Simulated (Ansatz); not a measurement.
These are results of DFT PBE, scalar-relativistic, plane waves, PAW, and for the lanthanide a 4f-in-core norm-conserving potential (Ansatz), not measurements. Settings: cutoff 690 eV, Γ-centred meshes spaced at most about 0.3 Å⁻¹, and about 0.25 Å⁻¹ or finer for metals (2π included), Gaussian smearing. No spin polarisation in the final relaxations.

All energies are static (0 K, no zero-point motion). All come from trial cells, and lower structures may exist.

Question: Order these relaxed structures of Sm₃H by energy, lowest first, with the energy over the lowest of them.
1.

```xyz
4
Lattice="5.6176 0.0000 0.0000 -2.8088 4.8650 0.0000 0.0000 0.0000 4.0101" Properties=species:S:1:pos:R:3 pbc="T T T"
Sm    0.0000    0.0000    2.0051
Sm    0.0000    3.2433    0.0000
Sm    2.8088    1.6217    0.0000
H     0.0000    0.0000    0.0000
```

2.

```xyz
4
Lattice="5.6250 0.0000 0.0000 0.0000 5.6250 0.0000 0.0000 0.0000 3.4717" Properties=species:S:1:pos:R:3 pbc="T T T"
Sm    0.0000    2.8125    1.7358
Sm    2.8125    0.0000    1.7358
Sm    2.8125    2.8125    0.0000
H     0.0000    0.0000    0.0000
```

3.

```xyz
8
Lattice="8.5801 0.0000 0.0000 -4.2900 7.4306 0.0000 0.0000 0.0000 3.4644" Properties=species:S:1:pos:R:3 pbc="T T T"
Sm    4.2900    4.4127    0.8661
Sm   -1.6765    5.9216    2.5983
Sm    1.6765    5.9216    2.5983
Sm    2.6136    1.5089    0.8661
Sm    5.9665    1.5089    0.8661
Sm    0.0000    3.0179    2.5983
H     0.0000    4.9537    0.8661
H     4.2900    2.4769    2.5983
```

4.

```xyz
4
Lattice="1.8004 -3.0731 0.0000 1.8004 3.0731 0.0000 0.0000 0.0000 9.2513" Properties=species:S:1:pos:R:3 pbc="T T T"
Sm    1.8004    0.0000    7.5996
Sm    0.0000    0.0000    4.6257
Sm    1.8004    0.0000    1.6517
H     0.0000    0.0000    0.0000
```

Answer: 4 (0 meV/atom), 1 (139 meV/atom), 3 (192 meV/atom), 2 (430 meV/atom). Forms: 4 Cmmm; 1 P6/mmm; 3 P6_3/mmc; 2 P4/mmm. Counting Sm atoms around H (those within 1.25 times the shortest such distance or 1.15 times the sum of covalent radii, 1.27 where that leaves under three; a plus sign parts nearer from farther groups; the shortest distance is added where it exceeds 1.18 times the sum of covalent radii): cell 4 has H 4; cell 1 has H 2; cell 3 has H 6; cell 2 has H 8+4 from 3.3 Å.

With hydrogen, zero-point motion can shift such differences by 10 meV/atom or more. Cells relaxed within their symmetry can be saddle points. Some types were kept out of the candidates beforehand, so the set may lack a known form.

The lanthanide is trivalent by construction, without f bands, f moments or other valences.
